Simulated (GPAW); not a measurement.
Runs of GPAW 26.7.0 on PtSe2 (Sudovikovite). It takes space group P-3m1 (No. 164, trigonal). Conventional cell: a = 3.724 Å, b = 3.724 Å, c = 5.062 Å, α = 90.00°, β = 90.00°, γ = 120.00°. Around Pt (site symmetry -3m) lie 6 Se at 2.49 Å. Around Se (site symmetry 3m) lie 3 Pt at 2.49 Å. 

| task | level | potentials or basis | cell | k mesh | cutoff (eV) | maxiter | optimizer | fmax | max steps | convergence | gap on the mesh (eV) | pressure (GPa) | largest force (eV/Å) |
| --- | --- | --- | --- | --- | --- | --- | --- | --- | --- | --- | --- | --- | --- |
| single point | PBEsol | PAW data sets generated in the run's folder for this functional, pw | as given | 8 × 8 × 5 | 600 | 150 | - | - | - | - | none | 2.2 | (b) |
| relaxation of cell and atoms | PBE | GPAW PAW data sets (gpaw-data 1.2.1), pw | relaxed | 6 × 6 × 4 | 600 | 150 | BFGS | 0.02 eV/Å | 60 | density=1e-05 forces=0.0001 | 1.13 | 0.1 | 0.01 |
| relaxation of cell and atoms | PBE | GPAW PAW data sets (gpaw-data 1.2.1), pw | relaxed to 2 GPa | 6 × 6 × 4 | 600 | 150 | BFGS | 0.02 eV/Å | 60 | density=1e-05 forces=0.0001 | none | 2.0 | - |
| relaxation of cell and atoms | PBE | GPAW PAW data sets (gpaw-data 1.2.1), pw | relaxed to 5 GPa | 6 × 6 × 4 | 600 | 150 | BFGS | 0.02 eV/Å | 60 | density=1e-05 forces=0.0001 | none | 5.0 | - |
| single point | PBEsol | PAW data sets generated in the run's folder for this functional, pw | atoms moved at random, drawn with an rms of 0.05 Å | 8 × 8 × 5 | 600 | 150 | - | - | - | - | none | 2.1 | 1.96 |
| relaxation of cell and atoms | PBE | GPAW PAW data sets (gpaw-data 1.2.1), pw | relaxed to 20 GPa | 6 × 6 × 4 | 600 | 150 | BFGS | 0.02 eV/Å | 60 | density=1e-05 forces=0.0001 | none | 20.0 | 0.01 |
| single point | LDA | the program's PAW data sets (release 1.2.1) made for this functional, pw | as given | 7 × 7 × 4 | 450 | 120 | - | - | - | default | none | -1.0 | (a) |
| relaxation of cell and atoms | PBE | GPAW PAW data sets (gpaw-data 1.2.1), pw | relaxed to 30 GPa | 6 × 6 × 4 | 600 | 150 | BFGS | 0.02 eV/Å | 60 | density=1e-05 forces=0.0001 | none | 30.0 | - |
| relaxation of cell and atoms | PBE | GPAW PAW data sets (gpaw-data 1.2.1), pw | relaxed to 10 GPa | 6 × 6 × 4 | 600 | 150 | BFGS | 0.02 eV/Å | 60 | density=1e-05 forces=0.0001 | none | 10.0 | 0.01 |

Alike in all rows: no spin polarisation; smearing fermi-dirac 0.05 eV.

Task: Fill in the values left out.

Result: (a) 0.18; (b) 0.37.

Caveats: later steps reuse the first step's grids (some runs); spin-orbit coupling is left out, which moves the levels of the heavy elements (some runs); this functional lacks dispersion, which binds the layers, so the pressure and a relaxed spacing across them are unreliable, and here the layers came unbound (some runs); the cutoff is short for stress and forces, so pressures can be off by a GPa or more (some runs).

A k mesh can miss the band edges, and the runs leave out spin-orbit coupling on Pt, Se.

A gap of «none» marks a metal or a gap under the smearing width.
